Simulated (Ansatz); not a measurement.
An Ansatz input and the part of its output that reports the observables at the nuclei.

The cell is a structure deposited in the COD, relaxed with PBE at fixed cell and then changed (volume scaled by 1.04, ions relaxed).

```yaml
crystal:
  lattice:
    - [0.0, 2.742875796, 2.742875796]
    - [2.742875796, 0.0, 2.742875796]
    - [2.742875796, 2.742875796, 0.0]
  atoms:
    - { symbol: Zn, position: [0.0, 0.0, 0.0] }
    - { symbol: S, position: [0.25, 0.25, 0.25] }
kpoints:
  mp_grid: { grid: [14, 14, 14] }
scf:
  occupations: { method: fermi_dirac, width: 0.02 }
hamiltonian:
  xc: pbe
  pseudopotentials: { kind: paw }
output:
  forces: true
  stress: true
  populations: true
  efg:
    quadrupole_moments_barn: { Zn: 0.122, S: -0.0694 }
    contact_densities: true
  write_density: true
  write_potential: true
  elf: true
  volumetric_format: npy
relax:
  f_tol: 0.02
  max_steps: 60
```

```sh
ansatz run input.yaml --threads 1 --pin off --max-ram 3072MiB --backend cpu --events-out ev --progress --plain --runs-dir out
```

The run relaxes the ions first, and the block belongs to the relaxed positions.

Of the output, the block on the nuclei alone is shown; the set-up, the SCF iterations, energies, forces and stress are cut. One atom of each set with nearly equal values is shown.

```
--- PAW observables at the nuclei: V_zz in 10²¹ V/m², potentials from the cell's mean, atoms counted from 1 ---
  atom   1  Zn V_zz =    -0.000000   η = 0.0000   by run symmetry: forbidden   C_q = -0.0000 MHz
            electrostatic potential = -3941.018488 V   contact ρ = 166602.836782 e/Å³
  atom   2  S  V_zz =    +0.000000   η = 0.0000   by run symmetry: forbidden   C_q = -0.0000 MHz
            electrostatic potential = -1632.424914 V   contact ρ = 19765.619553 e/Å³
```

The relaxation (1 step) took 5.4 s of wall time (5.3 s of CPU time) and 0.45 GiB at its peak, on 1 thread of Intel Xeon 6975P-C (Granite Rapids) (x86_64; 16 cores open to the job, memory cap 3.0 GiB, no GPU), a shared host with a load of 0.5 a core.
